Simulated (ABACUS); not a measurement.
The system is SnSe2.

```
Sn Se
1.0
     3.81100    0.00000    0.00000
    -1.90550    3.30042    0.00000
     0.00000    0.00000    6.13600
Sn Se
1 2
Direct
  0.00000 0.00000 0.00000
  0.66667 0.33333 0.75100
  0.33333 0.66667 0.24900
```

```yaml
Program: ABACUS 3.10.1
Task: relaxation of cell and atoms
Functional: rPW86PBE
Potentials_or_basis: Ansatz NC PBE
Cutoff: 1184 eV
Density_cutoff: 4735 eV
Basis: plane waves
k_mesh: 6 × 6 × 4
Occupations: fermi-dirac, width 0.05 eV
Spin: no spin polarisation
```

At the start: pressure 8.7 GPa; volume 25.73 Å³/atom.

**Question.** Where does the relaxation end?

**Answer.** Over 30 steps the energy falls by 85.5 meV/atom and the volume is 29.22 Å³/atom (+13.6 %); space group P-3m1 (No. 164, to 0.05 Å).

The path:
```tsv
step	energy change (eV)	largest force (eV/Å)	pressure (GPa)	volume (Å³)
1	0.0000	1.0779	8.74	77.18
2	-0.1018	0.7723	-4.64	94.60
3	-0.2520	0.1290	0.03	86.30
4	-0.2520	0.1087	0.03	86.30
5	-0.2533	0.0848	-0.01	86.53
6	-0.2537	0.0851	-0.02	86.64
7	-0.2542	0.0415	0.12	86.57
8	-0.2543	0.0002	0.23	86.52
9	-0.2545	0.0055	0.22	86.58
10	-0.2548	0.0032	0.16	86.75
11	-0.2549	0.0203	0.11	86.81
12	-0.2549	0.0465	0.04	86.93
13	-0.2550	0.0363	0.02	86.97
14	-0.2552	0.0498	-0.02	87.11
15	-0.2554	0.0603	0.01	87.10
16	-0.2556	0.0135	0.13	87.05
17	-0.2557	0.0297	0.11	87.11
18	-0.2558	0.0385	0.01	87.29
19	-0.2558	0.0342	0.01	87.32
20	-0.2560	0.0155	0.01	87.39
21	-0.2560	0.0267	0.01	87.39
22	-0.2561	0.0282	0.02	87.40
23	-0.2561	0.0474	0.03	87.42
24	-0.2562	0.0319	0.04	87.46
25	-0.2563	0.0135	0.03	87.52
26	-0.2563	0.0089	0.02	87.57
27	-0.2563	0.0084	0.01	87.58
28	-0.2564	0.0227	0.00	87.62
29	-0.2564	0.0356	0.01	87.63
30	-0.2565	0.0020	0.06	87.66
```

Final structure:
```
Sn Se
1.0
     3.96153    0.00000    0.00000
    -1.98076    3.43079    0.00000
     0.00000    0.00000    6.44989
Sn Se
1 2
Direct
  0.00000 0.00000 0.00000
  0.66667 0.33333 0.75136
  0.33333 0.66667 0.24864
```

Caveat: the potentials were made for another functional, which shifts forces and pressure; the volume moved by +14 % from the deposited cell, more than functionals usually miss.
